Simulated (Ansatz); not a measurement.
GaN:

```
CELL_PARAMETERS angstrom
0.00000 2.25350 2.25350
2.25350 0.00000 2.25350
2.25350 2.25350 0.00000
ATOMIC_POSITIONS crystal
Ga 0.00000 0.00000 0.00000
N 0.25000 0.25000 0.25000
```

The cell is a database's computed one.

Program: Ansatz 0.2.0. Alike in all runs: potentials or basis Ansatz PAW; cell as given; the mesh is coarse, so values aren't converged. Hardware: 2 threads of Intel(R) Xeon(R) Processor @ 2.50GHz (Skylake/Cascade Lake) (shared host).

Task: Order these runs on this cell by their wall time, lowest first.
A. task band structure; level r2SCANh; spin SOC, no magnetisation; k mesh 5 × 5 × 5; cutoff (eV) 500; smearing gaussian 0.05 eV; points for each segment of the path 4
B. task band structure; level B3LYP; spin off; k mesh 5 × 5 × 5; cutoff (eV) 420; smearing fermi-dirac 0.05 eV; points for each segment of the path 4
C. task single point; level HSE06; spin SOC, no magnetisation; k mesh 4 × 4 × 4; cutoff (eV) 420; smearing fermi-dirac 0.05 eV

Result: C (66 s), B (280 s), A (1600 s).

Caveats: all runs use coarse meshes.
